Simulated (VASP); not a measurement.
# GdN (Fm-3m) in VASP: notebook

One crystal, GdN, is run at these levels: PBE+U; tasks: single point.

Program: VASP 6.6.1. These are calculated values, not measurements. Logs are shortened: lines on timing, memory, paths and dates and some standing lists are left out, and cuts for length are marked.

**1. The structure**

The structure is cubic, space group Fm-3m (No. 225). The conventional cell has a = 5.120 Å, b = 5.120 Å, c = 5.120 Å, α = 90.00°, β = 90.00°, γ = 90.00°. Around Gd (site symmetry m-3m) lie 6 N at 2.56 Å. N (site symmetry m-3m) is surrounded by 6 Gd at 2.56 Å.

The cell comes from a database or a generator and needn't be the stable form of this composition.

**2. Single point, PBE+U, collinear spin, ferromagnetic start**

File INCAR:

```
ALGO     = Normal         # electronic algorithm
EDIFF    = 1E-6           # SCF threshold, eV
ENCUT    = 520            # plane-wave cutoff, eV
GGA      = PE             # functional
ISIF     = 2              # what is computed and relaxed
ISMEAR   = -1             # smearing method
ISPIN    = 2              # spin polarisation
LASPH    = True           # aspherical terms in the spheres
LCHARG   = False          # write CHGCAR
LDAU     = True           # DFT+U
LDAUJ    = 0 0          
LDAUL    = 3 -1           # shell
LDAUPRINT= 1            
LDAUTYPE = 2            
LDAUU    = 8 0            # U, eV
LMAXMIX  = 6              # l up to which the mixer works
LORBIT   = 11             # projections on sites
LREAL    = False          # projectors in reciprocal space
LWAVE    = False          # write WAVECAR
MAGMOM   = 7 7 0 0        # initial moments
NELM     = 100            # most SCF steps
PREC     = Accurate       # precision mode
SIGMA    = 0.05           # smearing width, eV
```

File KPOINTS:

```
k-points
0
Gamma
  8 8 6
```

File POSCAR:

```
GdN
1.0
    2.5600000000     -2.5600000000      0.0000000000
    2.5600000000      2.5600000000      0.0000000000
    0.0000000000      0.0000000000      5.1200000000
Gd N
2 2
Direct
    0.0000000000      0.0000000000      0.0000000000
    0.5000000000      0.5000000000      0.5000000000
    0.5000000000      0.5000000000      0.0000000000
    0.0000000000      0.0000000000      0.5000000000
```

Potentials or basis: VASP PAW PBE potentials, release 64 (Gd, N).

The run is started by

```bash
cat potpaw_PBE.64/Gd/POTCAR potpaw_PBE.64/N/POTCAR > POTCAR
mpirun -np 1 vasp_std > vasp.out
```

OUTCAR:

```text
EDIFF = 1E-6
   ENCUT = 520
   GGA = PE
   ISIF = 2
   ISMEAR = -1
   ISPIN = 2
   LASPH = True
   LORBIT = 11
   LREAL = False
   NELM = 100
   PREC = Accurate

 ion  position               nearest neighbor table
   1  0.000  0.000  0.000-   3 2.56   4 2.56   4 2.56   3 2.56   3 2.56   3 2.56
   2  0.500  0.500  0.500-   3 2.56   4 2.56   3 2.56   4 2.56   4 2.56   4 2.56
   3  0.500  0.500  0.000-   1 2.56   2 2.56   2 2.56   1 2.56   1 2.56   1 2.56
   4  0.000  0.000  0.500-   1 2.56   2 2.56   1 2.56   2 2.56   2 2.56   2 2.56

  LATTYP: Found a simple tetragonal cell.
 ALAT       =     3.6203867197
 C/A-ratio  =     1.4142135624

  Lattice vectors:

 A1 = (   2.5600000000,  -2.5600000000,   0.0000000000)
 A2 = (   2.5600000000,   2.5600000000,   0.0000000000)
 A3 = (   0.0000000000,   0.0000000000,   5.1200000000)

Analysis of symmetry for initial positions (statically):
=====================================================================
 Subroutine PRICEL returns following result:

  LATTYP: Found a face centered cubic cell.
 ALAT       =     5.1200000000
[... 12 lines left out ...]
 Subroutine GETGRP returns: Found 16 space group operations
 (whereof 16 operations were pure point group operations)
 out of a pool of 16 trial point group operations.

The static configuration has the point symmetry D_4h.

Analysis of symmetry for dynamics (positions and initial velocities):
=====================================================================
 Subroutine PRICEL returns following result:

  LATTYP: Found a face centered cubic cell.
 ALAT       =     5.1200000000
[... 12 lines left out ...]
 Subroutine GETGRP returns: Found 16 space group operations
 (whereof 16 operations were pure point group operations)
 out of a pool of 16 trial point group operations.

The dynamic configuration has the point symmetry D_4h.

Analysis of structural, dynamic, and magnetic symmetry:
=====================================================================
 Subroutine PRICEL returns following result:

  LATTYP: Found a face centered cubic cell.
 ALAT       =     5.1200000000
[... 12 lines left out ...]
 Subroutine GETGRP returns: Found 16 space group operations
 (whereof 16 operations were pure point group operations)
 out of a pool of 16 trial point group operations.

The overall configuration has the point symmetry D_4h.
[... 219 lines left out ...]
  o =  0.9935  v =  0.0000 -0.0000  0.0000 -1.0000  0.0000  0.0000 -0.0000  0.0000  0.0000  0.0000  0.0000  0.0000  0.0000  0.0000      0.0000  0.0000  0.0000  0.0000  0.0000  0.0000  0.0000  0.0000  0.0000  0.0000  0.0000  0.0000  0.0000  0.0000
  o =  0.9935  v =  0.0000 -0.0000  0.0000  0.0000  0.6112 -0.0000 -0.7915  0.0000  0.0000  0.0000  0.0000  0.0000  0.0000  0.0000      0.0000  0.0000  0.0000  0.0000  0.0000  0.0000  0.0000  0.0000  0.0000  0.0000  0.0000  0.0000  0.0000  0.0000
  o =  0.9935  v = -0.7915  0.0000 -0.6112 -0.0000 -0.0000  0.0000 -0.0000  0.0000  0.0000  0.0000  0.0000  0.0000  0.0000  0.0000      0.0000  0.0000  0.0000  0.0000  0.0000  0.0000  0.0000  0.0000  0.0000  0.0000  0.0000  0.0000  0.0000  0.0000

 number of electron      46.0000013 magnetization      14.0001119

 Free energy of the ion-electron system (eV)
  ---------------------------------------------------
  ext. energy  EPLUGINS =         0.00000000
  ---------------------------------------------------
  free energy    TOTEN  =       -45.32406430 eV

  energy without entropy =      -45.32283768  energy(sigma->0) =      -45.32345099

 E-fermi :   3.3574     XC(G=0): -11.1672

 val. band max:        3.3146441652   @ k =   0.0000   0.0000   0.1667
 cond. band min:       3.4648752867   @ k =   0.3750   0.3750   0.0000
 fundamental gap:      0.1502311215
 Fermi energy:         3.3573657652

 spin component 1

 k-point     1 :       0.0000    0.0000    0.0000
  band No.  band energies     occupation
      1     -40.6554      1.00000
      2     -40.5727      1.00000
      3     -18.3619      1.00000
      4     -17.9542      1.00000
      5     -17.9542      1.00000
      6     -17.6947      1.00000
[... 1769 lines left out ...]
     33       9.6164      0.00000
     34       9.6164      0.00000

 [... further k-points ...]

------------------------ aborting loop because EDIFF is reached ----------------------------------------

  FORCE on cell =-STRESS in cart. coord.  units (eV):
  Direction    XX          YY          ZZ          XY          YZ          ZX
  --------------------------------------------------------------------------------------
  -------------------------------------------------------------------------------------
  Total       -3.5273712     -3.5273712     -3.5446908      0.0000000      0.0000000      0.0000000
  in kB      -84.2135266    -84.2135266    -84.6270207      0.0000000      0.0000000      0.0000000
  external PRESSURE =     -84.3513580 kB  Pullay stress =       0.0000000 kB

 VOLUME and BASIS-vectors are now :
 -----------------------------------------------------------------------------
  energy-cutoff  :      520.00
  volume of cell :       67.11
      direct lattice vectors                 reciprocal lattice vectors
     2.560000000 -2.560000000  0.000000000     0.195312500 -0.195312500  0.000000000
     2.560000000  2.560000000  0.000000000     0.195312500  0.195312500  0.000000000
     0.000000000  0.000000000  5.120000000     0.000000000  0.000000000  0.195312500

 POSITION                                       TOTAL-FORCE (eV/Angst)
 -----------------------------------------------------------------------------------
      0.00000      0.00000      0.00000         0.000000     -0.000000      0.000000
      2.56000      0.00000      2.56000        -0.000000      0.000000     -0.000000
      2.56000      0.00000      0.00000         0.000000     -0.000000      0.000000
      0.00000      0.00000      2.56000         0.000000     -0.000000      0.000000
 -----------------------------------------------------------------------------------
    total drift:                                0.000000      0.000000      0.000000

  FREE ENERGIE OF THE ION-ELECTRON SYSTEM (eV)
  ---------------------------------------------------
  free  energy   TOTEN  =       -45.3240643046 eV

  energy  without entropy=      -45.3228376847  energy(sigma->0) =      -45.32345099

 total charge

# of ion       s       p       d       f       tot
--------------------------------------------------
    1        2.031   5.655   0.499   6.968  15.153
    2        2.031   5.655   0.499   6.968  15.153
    3        1.245   2.352   0.000   0.000   3.597
    4        1.245   2.352   0.000   0.000   3.597
--------------------------------------------------
tot          6.553  16.014   0.998  13.935  37.500

 magnetization (x)

# of ion       s       p       d       f       tot
--------------------------------------------------
    1       -0.006  -0.088   0.065   6.911   6.882
    2       -0.006  -0.088   0.065   6.911   6.882
    3       -0.009  -0.105   0.000   0.000  -0.113
    4       -0.009  -0.105   0.000   0.000  -0.113
--------------------------------------------------
tot         -0.030  -0.385   0.130  13.822  13.537
```

It took 22 min on 1 thread of AMD EPYC 7R43 (Zen 3), shared host; peak memory 0.33 GiB.

Results:

```
Free energy                                           : -45.3241 eV
Pressure                                              : -8.4 GPa
Band gap on the k mesh                                : none (metal or under the smearing width)
Net moment                                            : 14.00 μB per cell
Site moments                                          : Gd +6.88; N -0.11 μB
Valence electrons inside the program's atomic spheres : Gd 15.15; N 3.60
```

Eigenvalues of the final occupation matrices:
```csv
site,spin,trace,eigenvalues
site 1 f,1,6.95,0.99 0.99 0.99 0.99 0.99 0.99 0.99
site 1 f,2,0.03,0.00 0.00 0.00 0.00 0.01 0.01 0.01
site 2 f,1,6.95,0.99 0.99 0.99 0.99 0.99 0.99 0.99
site 2 f,2,0.03,0.00 0.00 0.00 0.00 0.01 0.01 0.01
```

Caveat: spin-orbit coupling is left out, which moves the levels of the heavy elements.

**3. Single point, PBE+U, collinear spin, antiferromagnetic start**

INCAR: that of step 2 with these lines changed.

```diff
@@ -19,3 +19,3 @@
 LWAVE    = False          # write WAVECAR
-MAGMOM   = 7 7 0 0        # initial moments
+MAGMOM   = 7 -7 0 0       # initial moments
 NELM     = 100            # most SCF steps
```

KPOINTS is that of step 2.

POSCAR is that of step 2.

Potentials or basis: VASP PAW PBE potentials, release 64 (Gd, N).

The run is started by

```bash
cat potpaw_PBE.64/Gd/POTCAR potpaw_PBE.64/N/POTCAR > POTCAR
mpirun -np 1 vasp_std > vasp.out
```

Wall time 31 min (1 thread of AMD EPYC 7R43 (Zen 3), shared host); peak memory 0.3 GiB.

Results (log left out):

```yaml
Free_energy: -45.3118 eV
Pressure: -8.4 GPa
Band_gap_on_the_k_mesh: 0.16 eV
Net_moment: 0.00 μB per cell
Site_moments: Gd +6.87, -6.87; N -0.04, +0.04 μB
Valence_electrons_inside_the_program's_atomic_spheres: Gd 15.15; N 3.60
```

Levels at points of the mesh, in eV from the valence-band top:
Spin up:
| k point | band 21 | band 22 | band 23 | band 24 | band 25 | band 26 |
| --- | --- | --- | --- | --- | --- | --- |
| (0.00, 0.00, 0.00) | -0.02 | 0.00 | 0.00 | 0.16 | 2.93 | 2.98 |
| (0.50, 0.00, 0.00) | -1.78 | -1.27 | -1.24 | 3.56 | 4.32 | 4.34 |
| (0.50, 0.50, 0.00) | -0.31 | -0.31 | -0.23 | 0.18 | 0.18 | 5.71 |
| (0.00, 0.00, 0.50) | -0.53 | -0.34 | -0.34 | 0.94 | 1.60 | 4.29 |
| (0.50, 0.00, 0.50) | -2.11 | -2.03 | -1.98 | 5.01 | 5.16 | 5.17 |
| (0.50, 0.50, 0.50) | -1.36 | -1.25 | -1.25 | 3.23 | 3.23 | 4.02 |
Spin down:
```tsv
k point	band 20	band 21	band 22	band 23	band 24	band 25	band 26	band 27
(0.00, 0.00, 0.00)	-0.33	-0.02	0.00	0.00	0.16	2.93	2.95	3.02
(0.50, 0.00, 0.00)	-1.92	-1.78	-1.27	-1.24	3.56	4.32	4.34	4.81
(0.50, 0.50, 0.00)	-0.39	-0.31	-0.31	-0.23	0.18	0.18	5.71	5.71
(0.00, 0.00, 0.50)	-0.53	-0.53	-0.34	-0.34	0.94	1.60	4.30	4.87
(0.50, 0.00, 0.50)	-2.16	-2.11	-2.03	-1.98	5.01	5.16	5.17	5.32
(0.50, 0.50, 0.50)	-1.36	-1.36	-1.25	-1.25	3.23	3.23	4.02	4.02
```

Eigenvalues of the final occupation matrices:
```
    site  spin  trace                         eigenvalues
site 1 f     1   6.95  0.99 0.99 0.99 0.99 0.99 0.99 0.99
site 1 f     2   0.03  0.00 0.00 0.00 0.00 0.01 0.01 0.01
site 2 f     1   0.03  0.00 0.00 0.00 0.00 0.01 0.01 0.01
site 2 f     2   6.95  0.99 0.99 0.99 0.99 0.99 0.99 0.99
```

Caveat: spin-orbit coupling is left out, which moves the levels of the heavy elements. A k mesh can miss the band edges.
